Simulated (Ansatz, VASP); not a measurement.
# Ba in VASP and in Ansatz

The input POSCAR:

```
Ba
1.0
    0.0000000000      3.2326650028      3.2326650028
    3.2326650028      0.0000000000      3.2326650028
    3.2326650028      3.2326650028      0.0000000000
Ba
1
Direct
    0.0000000000      0.0000000000      0.0000000000
```

The input INCAR.step1:

```
SYSTEM = Ba
  ALGO = Normal
  EDIFF = 1E-4
  ENCUT = 520
  GGA = PE
  ISMEAR = 0
  LASPH = .TRUE.
  LCHARG = .FALSE.
  LREAL = .FALSE.
  LWAVE = .TRUE.
  NBANDS = 11
  NELM = 100
  PREC = Accurate
  SIGMA = 0.15
```

The input INCAR.step2:

```
SYSTEM = Ba
  ALGO = Normal
  EDIFF = 1E-6
  ENCUT = 520
  ISIF = 2
  ISMEAR = 0
  ISTART = 1
  LASPH = .TRUE.
  LCHARG = .TRUE.
  LELF = .TRUE.
  LMIXTAU = .TRUE.
  LREAL = .FALSE.
  LVHAR = .TRUE.
  LWAVE = .FALSE.
  METAGGA = R2SCAN
  NBANDS = 11
  NELM = 100
  PREC = Accurate
  SIGMA = 0.15
```

Contents of KPOINTS:

```
k-points
0
G
  14 14 14
  0 0 0
```

Input for Ansatz:

```yaml
crystal:
  lattice:
    - [0.0, 3.2326650028, 3.2326650028]
    - [3.2326650028, 0.0, 3.2326650028]
    - [3.2326650028, 3.2326650028, 0.0]
  atoms:
    - { symbol: Ba, position: [0.0, 0.0, 0.0] }
basis:
  ecutwfc: 500
kpoints:
  mp_grid: { grid: [14, 14, 14] }
hamiltonian:
  xc: r2scan
scf:
  occupations: { method: gaussian, width: 0.15 }
output:
  forces: true
  stress: true
  eigenvalues: true
```

This isn't the form of Ba at room conditions, which is bcc.

Alike in both runs: task single point; functional r2SCAN; k mesh 14 × 14 × 14; occupations gaussian, width 0.15 eV; no spin polarisation.

|  | VASP | Ansatz |
| --- | --- | --- |
| version | VASP 6.6.1 | Ansatz 0.2.0 |
| potentials or method | VASP PAW PBE potentials, release 64 (Ba_sv) | scalar-relativistic, plane waves, PAW |
| plane-wave cutoff (eV) | 520 | 500 |
| valence electrons in the cell | 10 | 10 |

|  | VASP | Ansatz | Ansatz less VASP |
| --- | --- | --- | --- |
| gap on the k mesh at the Fermi level (eV) | none | none | - |
| pressure (GPa) | 0.0 | -0.1 | -0.04 |

A gap of «none» marks a metal or a gap that the smearing closes.

Caveats: the PAW data sets were made with another functional, which shifts forces and pressure a little (VASP). Spin-orbit coupling is left out, which matters for the levels of Ba.
